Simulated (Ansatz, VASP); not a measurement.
# Se in VASP and in Ansatz

Contents of INCAR:

```
ALGO = Normal
EDIFF = 1E-6
ENCUT = 520
ISIF = 2
ISMEAR = -1
LASPH = T
LCHARG = F
LREAL = F
LWAVE = F
NBANDS = 9
NELM = 60
PREC = Accurate
SIGMA = 0.1
```

File KPOINTS:

```
k-points
0
Gamma
  14 14 14
```

The input POSCAR:

```
Se
1.0
    0.0000000000      2.1448697104      2.1448697104
    2.1448697104      0.0000000000      2.1448697104
    2.1448697104      2.1448697104      0.0000000000
Se
1
Direct
    0.0000000000      0.0000000000      0.0000000000
```

Input for Ansatz:

```yaml
crystal:
  lattice:
    - [0.0, 2.1448697104, 2.1448697104]
    - [2.1448697104, 0.0, 2.1448697104]
    - [2.1448697104, 2.1448697104, 0.0]
  atoms:
    - { symbol: Se, position: [0.0, 0.0, 0.0] }
hamiltonian:
  xc: lda
  pseudopotentials:
    kind: paw
    azcp:
      Se: "pseudopotentials/Se.paw.azcp"
basis:
  ecutwfc: 420
  fft_grid_basis: typed
kpoints:
  mp_grid: { grid: [14, 14, 14], shift: [0, 0, 0] }
magnetization:
  spin_polarized: false
scf:
  occupations: { method: fermi_dirac, width: 0.1 }
  lower_state_search: "off"
output:
  stress: true
```

Alike in both runs: task single point; functional LDA; k mesh 14 × 14 × 14; occupations fermi-dirac, width 0.1 eV; no spin polarisation.

```csv
,VASP,Ansatz
version,VASP 6.6.1,Ansatz 0.2.0
potentials or method,"VASP PAW LDA potentials, release 64 (Se)","plane waves (420 eV) with PAW, scalar-relativistic"
plane-wave cutoff (eV),520,420
valence electrons in the cell,6,16
```

|  | VASP | Ansatz | Ansatz less VASP |
| --- | --- | --- | --- |
| pressure (GPa) | -3.2 | -3.3 | -0.11 |

The two sets of potentials don't hold the same shells in valence. Ansatz warned: «pseudo_functional_mismatch».
